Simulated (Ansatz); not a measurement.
# SnO: the cost of one run

Program: Ansatz 0.2.0. Level of theory: DFT PBE+D3(BJ), scalar-relativistic, plane waves, PAW. These are calculated values, not measurements.

7 further runs of the same task are left out: 7 set aside as unsound or not needed.

### Step 1. The starting structure

Symmetry: P4/nmm, No. 129, tetragonal system. The conventional cell has a = 3.836 Å, b = 3.836 Å, c = 4.761 Å, α = 90.00°, β = 90.00°, γ = 90.00°. Around Sn (site symmetry 4mm) lie 4 O at 2.24 Å. O (site symmetry -4m2) is surrounded by 4 Sn at 2.24 Å.

Coordinates:

```xyz
8
Lattice="2.7126 -2.7126 0.0000 2.7126 2.7126 0.0000 0.0000 0.0000 9.5224" Properties=species:S:1:pos:R:3 pbc="T T T"
Sn    2.7126   -1.3563    8.3000
Sn    2.7126    1.3563    1.2224
Sn    2.7126   -1.3563    3.5388
Sn    2.7126    1.3563    5.9836
O     1.3563    0.0000    2.3806
O     4.0689    0.0000    7.1418
O     1.3563    0.0000    7.1418
O     4.0689    0.0000    2.3806
```

It goes back to an entry of the Materials Project, which need not be the stable form.

It is the result of an earlier relaxation at this level (volume 17.52 Å³/atom; gap on the mesh: none (metal)).

### Step 3. Setting up the map

Atoms count from 1 in the order of the input.

The upper layer of a bilayer is slid over the lower one; relaxed at each slide: nothing; the origin of the map has Sn5 above Sn4; the distance between the facing planes is held at 4.20 Å.

The axes are (1) slide of the upper layer along the first cell vector, from Sn5 above Sn4: 8 values from 0.000 to 0.875, periodic; (2) slide of the upper layer along the second cell vector, from Sn5 above Sn4: 8 values from 0.000 to 0.875, periodic.

Nothing else is relaxed. Points are written as (first, second).

The two vectors of the plane (Å): (3.820, 0.000, 0.000); (0.000, 3.820, 0.000).

(The set-up runs are not shown.)

### Step 4. Grid point (0/8, 0/8) of the map's two axes

The input, input.yaml:

```yaml
crystal:
  lattice:
    - [3.8201636883, 0.0, 0.0]
    - [0.0, 3.8201636883, 0.0]
    - [0.0, 0.0, 22.2260802162]
  atoms:
    - { symbol: Sn, position: [0.75, 0.25, 0.2024648501] }
    - { symbol: O, position: [0.25, 0.25, 0.2556240236] }
    - { symbol: O, position: [0.75, 0.75, 0.2556240236] }
    - { symbol: Sn, position: [0.25, 0.75, 0.3087831971] }
    - { symbol: Sn, position: [0.25, 0.75, 0.4977503906] }
    - { symbol: O, position: [-0.25, 0.75, 0.550909564] }
    - { symbol: O, position: [0.25, 1.25, 0.550909564] }
    - { symbol: Sn, position: [-0.25, 1.25, 0.6040687375] }
basis:
  ecutwfc: 420
kpoints:
  mp_grid: { grid: [7, 7, 1] }
hamiltonian:
  xc: pbe
  pseudopotentials: { kind: paw, azcp: { folder: soft_1 } }
  dispersion: d3bj
scf:
  occupations: { method: gaussian, width: 0.05 }
output:
  forces: true
  eigenvalues: true
efield:
  axis: 3
  dipole_correction: true
  ramp_width: 0.04
```

Command:

```bash
$ ansatz run input.yaml --threads 2 --pin off --max-ram 6144MiB --backend cpu --events-out ev --progress --plain --runs-dir out
```

What time and memory should one allow on 2 threads of Arm Neoverse V2, shared host?

About 8 s, with a peak of 0.55 GiB.
